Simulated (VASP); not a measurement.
# BeTe: single point with r2SCAN

BeTe:

```
Be Te
1.0
     0.00000    2.68323    2.68323
     2.68323    0.00000    2.68323
     2.68323    2.68323    0.00000
Be Te
1 1
Direct
  0.00000 0.00000 0.00000
  0.50000 0.50000 0.50000
```

The cell was built by a generator and needn't be a form met in nature.

| Quantity | Value |
| --- | --- |
| Program | VASP 6.6.1 |
| Task | single point |
| Functional | r2SCAN |
| Potentials or basis | VASP PAW PBE potentials, release 64 (Be, Te) |
| Cutoff | 520 eV |
| k mesh | 6 × 6 × 6 |
| Occupations | fermi-dirac, width 0.02 eV |
| Spin | no spin polarisation |

```
Pressure               : 0.1 GPa
Band gap on the k mesh : none (metal or under the smearing width)
```

Levels at points of the mesh, in eV from the Fermi level:
```
           k point  band 1  band 2  band 3  band 4  band 5  band 6  band 7  band 8
(0.00, 0.00, 0.00)  -14.15   -0.51   -0.51   -0.51    3.43    6.67    6.67    6.67
(0.50, 0.00, 0.00)  -12.07   -7.34   -0.54   -0.54    2.38    2.38    3.28    5.89
(0.50, 0.50, 0.00)  -11.21   -6.50   -3.39   -3.39   -1.11    3.27    9.44    9.44
```

Run time: 35 s on 1 thread of Intel(R) Xeon(R) Platinum 8488C (Sapphire Rapids), on a shared host, peak memory 0.16 GiB.

Caveat: the PAW data sets were made with another functional, which shifts forces and pressure a little. The run has no spin-orbit coupling, so splittings on Te are missing.
